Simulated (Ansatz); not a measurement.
# Si2Mo (I4/mmm): equation of state with a fit, by script

The task is an equation of state with a fit, for Si2Mo (I4/mmm).

All numbers are computed with Ansatz 0.2.0 through its Python package. Level of theory: DFT PBE, plane waves, PAW.

## (1) The system

Symmetry: I4/mmm, No. 139, tetragonal system. The conventional cell has a = 3.200 Å, b = 3.200 Å, c = 7.861 Å, α = 90.00°, β = 90.00°, γ = 90.00°. Si (site symmetry 4mm) has 5 Si at 2.61 to 2.63 Å and 5 Mo at 2.62 Å as nearest neighbours. Around Mo (site symmetry 4/mmm) lie 10 Si at 2.62 Å.

The script holds or builds the structure itself.

## (2) Script

Contents of si2mo.py:

```python
# -*- coding: utf-8 -*-
import logging
import sys

import ansatz
import numpy as np
from scipy.optimize import curve_fit

logging.basicConfig(stream=sys.stdout, format='%(name)s: %(message)s')
logger = logging.getLogger('si2mo')
logger.setLevel(logging.INFO)

vectors0 = np.array([
    [-1.6, 1.6, 3.9305],
    [1.6, -1.6, 3.9305],
    [1.6, 1.6, -3.9305],
])
sites = [
    ('Si', (0.333, 0.333, 0.0)),
    ('Si', (0.667, 0.667, 0.0)),
    ('Mo', (0.0, 0.0, 0.0)),
]


def build(cell):
    crystal = ansatz.Crystal(lattice=ansatz.Lattice.of(cell))
    for symbol, position in sites:
        crystal = crystal.atom(symbol, position)
    return crystal

def vinet(v, e0, v0, b0, b1):
    eta = (v / v0) ** (1 / 3)
    return e0 + 2 * b0 * v0 / (b1 - 1) ** 2 * (2 - (5 + 3 * b1 * (eta - 1) - 3 * eta) * np.exp(-1.5 * (b1 - 1) * (eta - 1)))


def main():
    volumes, energies, pressures = [], [], []
    for scale in np.linspace(0.95, 1.07, 5):
        cell = vectors0 * scale ** (1 / 3)
        base = (
            build(cell).calculation()
            .functional(ansatz.Functional.PBE)
            .basis(12 * ansatz.Ha)
            .occupations(ansatz.OccupationsMethod.FERMI_DIRAC, width=0.02)
            .mixing('broyden', beta=0.1)
            .scf(tolerance=1e-06, extra_bands=16, lower_state_search='off', self_checks='high')
            .kpoints(12, 12, 12)
            .stress()
        )
        data = base.run(threads=1).report
        volumes.append(abs(np.linalg.det(cell)) / len(sites))
        energies.append(data['free_energy_ev'] / len(sites))
        pressures.append(np.trace(data['stress_gpa']) / 3)
        logger.info(f'V = {volumes[-1]:8.4f} A^3/atom  F = {energies[-1]:.5f} eV/atom  P = {pressures[-1]:8.3f} GPa')

    guess = (min(energies), volumes[int(np.argmin(energies))], 0.5, 4.5)
    (e0, v0, b0, b1), _ = curve_fit(vinet, np.array(volumes), np.array(energies), p0=guess, maxfev=20000)
    logger.info(f'Vinet fit: V0 = {v0:.4f} A^3/atom, B0 = {160.21766 * b0:.1f} GPa, B1 = {b1:.2f}')
    print('largest residual', round(1000 * float(np.abs(vinet(np.array(volumes), e0, v0, b0, b1) - energies).max()), 3), 'meV/atom')


if __name__ == '__main__':
    main()
```

## (3) What the engine is handed

The engine receives this input (first run):

```yaml
crystal:
  lattice:
    - [-1.5728761159864937, 1.5728761159864937, 3.8638684836780706]
    - [1.5728761159864937, -1.5728761159864937, 3.8638684836780706]
    - [1.5728761159864937, 1.5728761159864937, -3.8638684836780706]
  atoms:
    - { symbol: Si, position: [0.333, 0.333, 0.0] }
    - { symbol: Si, position: [0.667, 0.667, 0.0] }
    - { symbol: Mo, position: [0.0, 0.0, 0.0] }
basis:
  ecutwfc: 326.536634951856
kpoints:
  mp_grid:
    grid: [12, 12, 12]
hamiltonian:
  xc: pbe
scf:
  n_extra_bands: 16
  self_checks: high
  convergence:
    dr2_threshold: 1.0e-06
  lower_state_search: "off"
  mixing:
    algorithm: broyden
    beta: 0.1
  occupations:
    method: fermi_dirac
    width: 0.02
output:
  stress: true
```

## (4) Launch

On the command line:

```bash
> python si2mo.py
```

Output:

```text
DeckWarning: basis.ecutwfc = 326.536634951856 eV is below the records' recommended 420 eV, and the density's cutoff is lower with it unless basis.ecutrho_ratio is high enough to keep the records' density cutoff: compare with a run at a higher cutoff
DeckWarning: output.stress: scf.convergence.dr2_threshold = 1e-6 eV is looser than the 3e-10 eV advised for a printed stress (1e-10 eV for each atom of the cell: 3). What an SCF threshold leaves in a stress goes as its square root, and in the free energy as the threshold itself, and one threshold admits the most on a small cell: of the crystals measured, under no hybrid functional and no lock of [...]
si2mo: V =  12.7453 A^3/atom  F = -2076.32836 eV/atom  P =   14.908 GPa
si2mo: V =  13.1478 A^3/atom  F = -2076.35558 eV/atom  P =    6.985 GPa
si2mo: V =  13.5503 A^3/atom  F = -2076.36445 eV/atom  P =    0.241 GPa
si2mo: V =  13.9528 A^3/atom  F = -2076.35759 eV/atom  P =   -5.504 GPa
si2mo: V =  14.3552 A^3/atom  F = -2076.33743 eV/atom  P =  -10.382 GPa
si2mo: Vinet fit: V0 = 13.5653 A^3/atom, B0 = 208.6 GPa, B1 = 4.42
largest residual 0.015 meV/atom
```

(Warnings from the package without file and line, shortened.)

Wall time 39 s (1 thread of Arm Neoverse V1, shared host); peak memory 0.49 GiB.

## (5) Inputs of later runs

The engine's inputs for some of the other runs:

Run 3, against run 1:

```diff
@@ -3,3 +3,3 @@
-    - [-1.5728761159864937, 1.5728761159864937, 3.8638684836780706]
-    - [1.5728761159864937, -1.5728761159864937, 3.8638684836780706]
-    - [1.5728761159864937, 1.5728761159864937, -3.8638684836780706]
+    - [-1.6053156536673427, 1.6053156536673427, 3.9435582354621816]
+    - [1.6053156536673427, -1.6053156536673427, 3.9435582354621816]
+    - [1.6053156536673427, 1.6053156536673427, -3.9435582354621816]
```

Run 4, against run 1:

```diff
@@ -3,3 +3,3 @@
-    - [-1.5728761159864937, 1.5728761159864937, 3.8638684836780706]
-    - [1.5728761159864937, -1.5728761159864937, 3.8638684836780706]
-    - [1.5728761159864937, 1.5728761159864937, -3.8638684836780706]
+    - [-1.6210550461122837, 1.6210550461122837, 3.9822230367152063]
+    - [1.6210550461122837, -1.6210550461122837, 3.9822230367152063]
+    - [1.6210550461122837, 1.6210550461122837, -3.9822230367152063]
```

Run 5, against run 1:

```diff
@@ -3,3 +3,3 @@
-    - [-1.5728761159864937, 1.5728761159864937, 3.8638684836780706]
-    - [1.5728761159864937, -1.5728761159864937, 3.8638684836780706]
-    - [1.5728761159864937, 1.5728761159864937, -3.8638684836780706]
+    - [-1.6364945948314746, 1.6364945948314746, 4.020151253115694]
+    - [1.6364945948314746, -1.6364945948314746, 4.020151253115694]
+    - [1.6364945948314746, 1.6364945948314746, -4.020151253115694]
```

Lines on the test bed's own set-up are left out of the output.

A comment line of the script is reworded here; the code is as run.

## (6) The engine's runs

The 5 runs, in the order started:

| run | volume (Å³/atom) | energy from run 3 (meV/atom) | pressure (GPa) | SCF cycles | CPU time (s) |
| --- | --- | --- | --- | --- | --- |
| 1 | 12.745 | 36.09 | 14.91 | 8 | 7.6 |
| 2 | 13.148 | 8.86 | 6.98 | 8 | 7.6 |
| 3 | 13.550 | 0.00 | 0.24 | 8 | 7.6 |
| 4 | 13.953 | 6.86 | -5.50 | 8 | 7.7 |
| 5 | 14.355 | 27.01 | -10.38 | 8 | 7.7 |

Energies are free energies F = E - TS of the smeared occupations. 

## (7) Results

| quantity | value |
| --- | --- |
| runs compared | 5 |
| range of energy | 36.09 meV/atom |
| lowest point, volume (Å³/atom) | 13.550 |

**Reading.** Runs 1, 2, 3, 4, 5: each has a cutoff under the recommended one, so what rests on them isn't a property of the system. A third-order Birch-Murnaghan fit through the 5 points (the script's own form differs a little) has its minimum at 13.57 Å³ an atom, 1.1 % above the typed cell, with a bulk modulus of 208 GPa and dB/dP = 4.4. From that minimum the energy rises by 36.1 meV an atom on the compressed side and 27.0 meV on the expanded side. Caveats:
- The cutoff lies under the one recommended for these potentials.
- Spin is left out of this run.
- Shape and fractional positions are held along the curve, so the bulk modulus is an upper value where they are free to relax, by a factor of two or more in layered or hydrogen-bonded cells.
- Under the recommended cutoff a pressure can be off by several GPa, even in sign.
- Pressure is positive in compression.
